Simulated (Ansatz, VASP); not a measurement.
# Zr2S3 in VASP and in Ansatz

```
CELL_PARAMETERS angstrom
1.82111 1.05142 8.44177
-1.82111 1.05142 8.44177
0.00000 -2.10284 8.44177
ATOMIC_POSITIONS crystal
Zr 0.40000 0.40000 0.40000
Zr 0.60000 0.60000 0.60000
S 0.00000 0.00000 0.00000
S 0.20950 0.20950 0.20950
S 0.79050 0.79050 0.79050
```

Alike in both runs: task single point; functional PBE; k mesh 6 × 6 × 6; occupations gaussian, width 0.1 eV; no spin polarisation.

```csv
,VASP,Ansatz
version,VASP 6.6.1,Ansatz 0.2.0
potentials or method,"VASP PAW PBE potentials, release 64 (Zr_sv, S)","scalar-relativistic, plane waves, PAW"
plane-wave cutoff (eV),520,420
valence electrons in the cell,42,42
```

```csv
,VASP,Ansatz,Ansatz less VASP
gap on the k mesh at the Fermi level (eV),none,none,-
pressure (GPa),0.2,0.3,+0.02
largest component of the traceless stress (GPa),0.60,0.62,+0.024
rms of the force components (eV/Å),0.543,0.546,+0.0022
```

Atom by atom the forces differ by 0.002 eV/Å (rms over components). A gap of «none» marks a metal or a gap that the smearing closes.

Caveats: forces of over 1 eV/Å show positions far from the minimum, so gaps and moduli don't describe the material at rest.
